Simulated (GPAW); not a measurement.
Records of electronic-structure calculations.

**Quasiparticle gap of CuI (Marshite) in GPAW**

It takes space group F-43m (No. 216, cubic). Conventional cell: a = 6.063 Å, b = 6.063 Å, c = 6.063 Å, α = 90.00°, β = 90.00°, γ = 90.00°. Nearest to Cu lie 4 I at 2.63 Å. I has 4 Cu at 2.63 Å nearest. Farther neighbours and most contacts between anions are not listed.

| Property | Result |
| --- | --- |
| method | DFT, PBE, plane waves, PAW (and 1 further level or step) |
| program | GPAW 26.7.0 |
| settings of one run | cutoff 600 eV, GPAW PAW setups 1.2.1 data release, 4×4×4 k-mesh, nbands 242 |
| cost | 4 runs, 64 s in all on 4 MPI ranks of Intel Xeon 6975P-C (Granite Rapids), shared host (the runs of this entry) |
| notes | The database entry behind the starting cell differs from later determinations by our own check (about 0.15 % long (mineral sample)). The cell and positions come from the Crystallography Open Database and are kept as given unless a step says otherwise. Limits: no spin polarisation; no spin-orbit coupling. Bands and cutoff are finite, so the gap is not at the basis limit. The miss can reach some tenths of an eV and take either sign; the mesh is an error of its own. |
| PBE gap | 1.14 eV, direct |
| G0W0 gap on the mesh | 2.03 eV |
| GW settings | 4×4×4 mesh, 232 bands, screening to 150 eV, Godby-Needs plasmon pole |
| known limits | not at the basis limit; d shell near the gap, gap tends to lie low; no spin-orbit coupling |

G0W0 moves the gap on the mesh from 1.14 eV to 2.03 eV (+0.89 eV), with Z of 0.74 and 0.81 at the edges. Only 1 of the mesh's irreducible points was corrected, so a valley elsewhere could overtake.

[Runs of the session that timed out or met a known fault of the program may be left out.]

[Hosts, paths, dates, database ids (printed as entryN), source tags and the programs' standing remarks are cut or masked in the printed files.]
